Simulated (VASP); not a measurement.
BP: single point with PBEsol

Slab: BP, a slab with vacuum.

```
P B
1.0
     3.19624    0.00000    0.00000
    -1.59812    2.76803    0.00000
     0.00000    0.00000   16.09132
P B
5 5
Direct
  0.00000 0.00000 0.15536
  0.33333 0.66667 0.31755
  0.66667 0.33333 0.47973
  0.00000 0.00000 0.64191
  0.33333 0.66667 0.80409
  0.33333 0.66667 0.19591
  0.66667 0.33333 0.35809
  0.00000 0.00000 0.52027
  0.33333 0.66667 0.68245
  0.66667 0.33333 0.84464
```

```
Program                : VASP 6.6.1
Task                   : single point
Functional             : PBEsol
Potentials or basis    : VASP PAW PBE potentials, release 64 (P, B)
Cutoff                 : 520 eV
k mesh                 : 9 × 9 × 1
Occupations            : gaussian, width 0.05 eV
Spin                   : no spin polarisation
Dipole correction      : yes
Further INCAR settings : ALGO = Normal; EDIFF = 1e-07; NBANDS = 31
```

The largest force is 2.524 eV/Å and the band gap on the k mesh is none (metal or under the smearing width).

Forces on the atoms (eV/Å):
```
P    0.000  0.000  0.746
P    0.000  0.000  0.072
P    0.000  0.000  0.029
P    0.000  0.000  0.206
P    0.000  0.000  2.524
B    0.000  0.000 -0.785
B    0.000  0.000 -0.082
B    0.000  0.000 -0.077
B    0.000  0.000 -0.475
B    0.000  0.000 -2.158
```

Levels at points of the mesh, in eV from the Fermi level:
```tsv
k point	band 16	band 17	band 18	band 19	band 20	band 21	band 22	band 23	band 24	band 25
(0.00, 0.00, 0.00)	-0.64	-0.64	-0.02	0.08	0.08	0.47	3.34	3.36	3.36	3.52
```

Run time: 48 s on 1 thread of Intel(R) Xeon(R) Platinum 8559C (Emerald Rapids), on a shared host, peak memory 0.25 GiB.

Caveat: the PAW data sets were made with another functional, which shifts forces and pressure a little.
